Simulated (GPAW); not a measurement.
Here is a GPAW 26.7.0 calculation.

run.py

```python
from ase import Atoms
from ase.dft.bandgap import bandgap
from ase.io import write
from ase.units import Bohr, GPa
from gpaw import GPAW, PW
from gpaw.elf import elf_from_dft_calculation

atoms = Atoms(['Co', 'Co'],
              cell=[[2.4719999032, 0.0, 0.0],
                    [-1.2359999516, 2.1408147143, 0.0],
                    [0.0, 0.0, 4.02114408]],
              scaled_positions=[[0.6666666667, 0.3333333333, 0.75],
                                [0.3333333333, 0.6666666667, 0.25]],
              pbc=True)
atoms.set_initial_magnetic_moments([2.0, 2.0])

calc = GPAW(mode=PW(600),
            xc='PBE',
            kpts={'size': (12, 12, 7), 'gamma': True},
            occupations={'name': 'fermi-dirac', 'width': 0.05},
            nbands=21,
            convergence={'density': 1e-05, 'energy': 1e-05},
            maxiter=150,
            txt='gpaw.txt')
atoms.calc = calc
energy = atoms.get_potential_energy()
forces = atoms.get_forces()
stress = atoms.get_stress()
calc.write('gs.gpw')
write('result.traj', atoms)
print(f'Energy: {energy:.6f} eV')
print('Forces (eV/A):')
print(forces.round(4))
print('Stress (GPa):', (stress / GPa).round(3))
print('Moments:', calc.get_magnetic_moments().round(3))
print('Fermi level:', round(calc.get_fermi_level(), 4), 'eV')
print(f'Gap: {bandgap(calc)[0]:.4f} eV, direct: {bandgap(calc, direct=True)[0]:.4f} eV')

# fields on the real-space grid
write('density.cube', atoms, data=calc.get_pseudo_density() * Bohr**3)
write('potential.cube', atoms, data=calc.get_electrostatic_potential())
write('spin.cube', atoms, data=(calc.get_pseudo_density(spin=0) - calc.get_pseudo_density(spin=1)) * Bohr**3)
write('elf.cube', atoms, data=elf_from_dft_calculation(calc).data)
```

Potentials or basis: GPAW PAW data sets (gpaw-data 1.2.1), pw.

The run is started by

```console
$ OMP_NUM_THREADS=1 python run.py
```

**Question.** Estimate the net moment.

**Answer.** 3.21 μB per cell.

**Question.** What does it give for the band gap on the k mesh?

**Answer.** None (metal or under the smearing width).

**Question.** Predict the site moments.

**Answer.** Co +1.68 μB.

Stress tensor (GPa, compression positive):
```
5.73 0.00 0.00
0.00 5.73 0.00
0.00 0.00 2.96
```
